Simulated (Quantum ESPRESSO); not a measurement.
The system is GaN.

```
CELL_PARAMETERS angstrom
0.00000 2.25350 2.25350
2.25350 0.00000 2.25350
2.25350 2.25350 0.00000
ATOMIC_POSITIONS crystal
Ga 0.00000 0.00000 0.00000
N 0.25000 0.25000 0.25000
```

The cell is a database's computed one.

Base run:

- Program: Quantum ESPRESSO 7.5
- Functional: BLYP
- Potentials or basis: SG15 PBE 1.2
- Cutoff: 1197 eV
- Density cutoff: 4789 eV
- k mesh: 10 × 10 × 10
- Occupations: fermi-dirac, width 0.05 eV
- Spin: no spin polarisation

Its results: band gap on the k mesh 1.87 eV, direct; pressure 10.5 GPa.

Problem. The run is repeated on the same cell with these changes: functional from BLYP to PBE. What comes out?

Solution. Band gap on the k mesh 1.78 eV, direct; pressure 5.4 GPa.

PBE binds more tightly than BLYP, so the same cell stands under less pressure.

Caveats: the potentials were made for another functional, which shifts forces and pressure (some runs).
